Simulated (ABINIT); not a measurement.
HfO2:

```
Hf O
1.0
     0.00000    2.55750    2.55750
     2.55750    0.00000    2.55750
     2.55750    2.55750    0.00000
Hf O
1 2
Direct
  0.00000 0.00000 0.00000
  0.75000 0.75000 0.75000
  0.25000 0.25000 0.25000
```

Measurements of this composition are mostly on another form, of space group No. 14.

Base run:

| Item | Value |
| --- | --- |
| Program | ABINIT 10.8.3 (patched build) |
| Functional | LDA |
| Potentials or basis | PseudoDojo NC SR LDA v0.4.1 standard |
| Cutoff | 1143 eV |
| k mesh | 9 × 9 × 9 |
| Occupations | fermi-dirac, width 0.05 eV |
| Spin | no spin polarisation |

Its results: band gap on the k mesh 3.67 eV, indirect (least direct gap 3.79 eV); pressure -22.0 GPa.

**Question.** After a change of settings the same cell gave: band gap on the k mesh 3.63 eV, indirect (least direct gap 3.75 eV); pressure -20.0 GPa. Which change was it?
A. functional from LDA to AM05; potentials or basis from PseudoDojo NC SR LDA v0.4.1 standard to JTH PAW PBE v2.0; cutoff from 1143 eV to 626 eV
B. functional from LDA to RPBE; potentials or basis from PseudoDojo NC SR LDA v0.4.1 standard to JTH PAW PBE v2.0; cutoff from 1143 eV to 626 eV
C. functional from LDA to PBE; potentials or basis from PseudoDojo NC SR LDA v0.4.1 standard to PseudoDojo NC SR PBE v0.5 standard
D. potentials or basis from PseudoDojo NC SR LDA v0.4.1 standard to JTH PAW LDA v2.0; cutoff from 1143 eV to 626 eV

**Answer.** D.

Caveats: so large a pressure means that the cell lies far from this level's equilibrium, or that cutoff or potentials fall short; spin-orbit coupling is left out, which moves the levels of the heavy elements; the mesh misses the band edges, which the band path finds closer together.
